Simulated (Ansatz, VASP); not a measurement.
GaSb: VASP beside Ansatz

The input INCAR:

```
PREC     = Accurate       # precision mode
ENCUT    = 520            # plane-wave cutoff, eV
EDIFF    = 1E-6           # SCF threshold, eV
ISMEAR   = -1             # smearing method
SIGMA    = 0.1            # smearing width, eV
LREAL    = False          # projectors in reciprocal space
LASPH    = True           # aspherical terms in the spheres
NELM     = 100            # most SCF steps
ALGO     = Normal         # electronic algorithm
ISIF     = 2              # what is computed and relaxed
LWAVE    = False          # write WAVECAR
LCHARG   = False          # write CHGCAR
GGA      = PE             # functional
NBANDS   = 16             # bands
```

Contents of KPOINTS:

```
Automatic mesh
0
Gamma
  13 13 13
```

The input POSCAR:

```
GaSb
1.0
    3.3532697736      0.0000000000      0.0000000000
    0.0000000000      3.3532697736      0.0000000000
    0.0000000000      0.0000000000      3.3532697736
Ga Sb
1 1
Direct
    0.0000000000      0.0000000000      0.0000000000
    0.5000000000      0.5000000000      0.5000000000
```

Input for Ansatz:

```yaml
crystal:
  lattice:
    - [3.3532697736, 0.0, 0.0]
    - [0.0, 3.3532697736, 0.0]
    - [0.0, 0.0, 3.3532697736]
  atoms:
    - { symbol: Ga, position: [0.0, 0.0, 0.0] }
    - { symbol: Sb, position: [0.5, 0.5, 0.5] }
kpoints:
  mp_grid: { grid: [13, 13, 13] }
scf:
  occupations: { method: fermi_dirac, width: 0.1 }
hamiltonian:
  xc: pbe
  pseudopotentials: { kind: all_electron, lapw: { basis_error: 0.001 } }
output:
  forces: true
  stress: true
  eigenvalues: true
  populations: true
```

Change from the starting cell: volume scaled by 0.8, LAPW.

Alike in both runs: task single point; functional PBE; k mesh 13 × 13 × 13; occupations fermi-dirac, width 0.1 eV; no spin polarisation.

|  | VASP | Ansatz |
| --- | --- | --- |
| version | VASP 6.6.1 | Ansatz 0.2.0 |
| potentials or method | VASP PAW PBE potentials, release 64 (Ga_d, Sb) | all-electron LAPW, scalar-relativistic |
| plane-wave cutoff (eV) | 520 | see its input |

|  | VASP | Ansatz | Ansatz less VASP |
| --- | --- | --- | --- |
| pressure (GPa) | 18.9 | 18.9 | +0.05 |

Ansatz ran all-electron here, so the differences hold the error of VASP's frozen core and of both bases.

Caveats: so large a pressure means that the cell lies far from this level's equilibrium, or that cutoff or potentials fall short (VASP). The runs have no spin-orbit coupling, so splittings on Sb are missing.
